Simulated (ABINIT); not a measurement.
Crystal: Pb.

```
CELL_PARAMETERS angstrom
0.00000 2.47502 2.47502
2.47502 0.00000 2.47502
2.47502 2.47502 0.00000
ATOMIC_POSITIONS crystal
Pb 0.00000 0.00000 0.00000
```

Base run:

```yaml
Program: ABINIT 10.8.3 (patched build)
Functional: PBEsol
Potentials_or_basis: PseudoDojo NC SR PBEsol v0.4.1 standard
Cutoff: 653 eV
k_mesh: 7 × 7 × 7
Occupations: fermi-dirac, width 0.05 eV
Spin: no spin polarisation
```

Its results: pressure -0.7 GPa.

Problem. The run is repeated on the same cell with these changes: k mesh from 7 × 7 × 7 to 10 × 10 × 10, with 4 shifts; occupations from fermi-dirac, width 0.05 eV to methfessel-paxton, width 0.2 eV. What comes out?

Solution. Pressure -1.1 GPa.

Caveats: the cutoff is short for stress, so the pressure is rough.
